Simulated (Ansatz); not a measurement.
GaP: energy along a strain

GaP, F-43m, a = 5.451 Å (as given, not relaxed at this level: 0.0 GPa). Ansatz: r2SCAN, PAW, 500 eV, Γ-centred 8×8×8 mesh on 2 atoms, Gaussian smearing 0.05 eV; no spin polarisation. Cell vectors (Å): 0.000 2.725 2.725; 2.725 0.000 2.725; 2.725 2.725 0.000. The cell is strained by x per cent times the pattern (0 1 0 0 0 0) in the order xx yy zz yz xz xy (engineering shears), with fractional coordinates held. y is the free energy over the start, V0 = 20.240 Å³/atom.

```
x (%) y (meV/atom)
-4.00         15.05
-3.00          8.45
-2.00          3.77
 0.00          0.00
 1.00          0.84
 3.00          7.76
 4.00             ?
```

Q: Fit y = c1 x + c2 x² + c3 x³ to the other rows, get the stiffness along the pattern, and predict the missing energy.

A: Least squares on the rows shown. y = −0.057060 x + 0.90061 x² − 0.0064403 x³. The clamped-ion stiffness p·C·p = 2 × 9.006 eV × 160.2 / 20.240 Å³ = 143 GPa, which is C22 in these axes (C11 of the cubic crystal); c1 is there for the stress left in the start, which by itself gives a slope of -0.05 meV/atom per %. At x = 4.00 the fit asked for gives 13.77 meV/atom. The run gave 13.76 meV/atom, so the fit is 0.01 meV/atom too high, a small miss on the scale of the series.